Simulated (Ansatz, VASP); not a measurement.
## One calculation of WC3, two programs

Contents of INCAR:

```
ALGO = Normal
EDIFF = 1E-6
EDIFFG = -0.01
ENCUT = 600
GGA = PE
IBRION = 2
ISIF = 3
ISMEAR = 0
LASPH = True
LCHARG = False
LREAL = False
LWAVE = False
NELM = 60
NSW = 100
PREC = Accurate
SIGMA = 0.1
```

KPOINTS

```
k-points
0
Gamma
  14 14 14
```

The input POSCAR:

```
WC3
1.0
    3.2469190624      0.0000000000      0.0000000000
    0.0000000000      3.2469190624      0.0000000000
    0.0000000000      0.0000000000      3.2469190624
W C
1 3
Direct
    0.0000000000      0.0000000000      0.0000000000
    0.0000000000      0.5000000000      0.5000000000
    0.5000000000      0.0000000000      0.5000000000
    0.5000000000      0.5000000000      0.0000000000
```

Input for Ansatz:

```yaml
crystal:
  lattice:
    - [3.2469190624, 0.0, 0.0]
    - [0.0, 3.2469190624, 0.0]
    - [0.0, 0.0, 3.2469190624]
  atoms:
    - { symbol: W, position: [0.0, 0.0, 0.0] }
    - { symbol: C, position: [0.0, 0.5, 0.5] }
    - { symbol: C, position: [0.5, 0.0, 0.5] }
    - { symbol: C, position: [0.5, 0.5, 0.0] }
basis:
  ecutwfc: 420
kpoints:
  mp_grid: { grid: [14, 14, 14] }
hamiltonian:
  xc: pbe
scf:
  occupations: { method: gaussian, width: 0.1 }
output:
  forces: true
  stress: true
  eigenvalues: true
relax:
  adjacent_minimum: "off"
  f_tol: 0.01
  max_steps: 80
  cell: { stress_tol: 0.05 }
```

Alike in both runs: task relaxation of cell and atoms; functional PBE; k mesh 14 × 14 × 14; occupations gaussian, width 0.1 eV; no spin polarisation.

|  | VASP | Ansatz |
| --- | --- | --- |
| version | VASP 6.6.1 | Ansatz 0.2.0 |
| potentials or method | VASP PAW PBE potentials, release 64 (W_sv, C) | scalar-relativistic, plane waves, PAW |
| plane-wave cutoff (eV) | 600 | 420 |
| valence electrons in the cell | 26 | 26 |

Ansatz gave:

- gap on the k mesh at the Fermi level, each at its own relaxed structure (eV): none
- relaxed volume (Å³/atom): 8.58
- relaxed cell length with the largest relative difference (Å): 3.250

Problem. Which values does VASP return?

Solution. gap on the k mesh at the Fermi level, each at its own relaxed structure (eV): none; relaxed volume (Å³/atom): 8.60; relaxed cell length with the largest relative difference (Å): 3.252.

A gap of «none» marks a metal or a gap that the smearing closes.

The runs have no spin-orbit coupling, so splittings on W are missing.
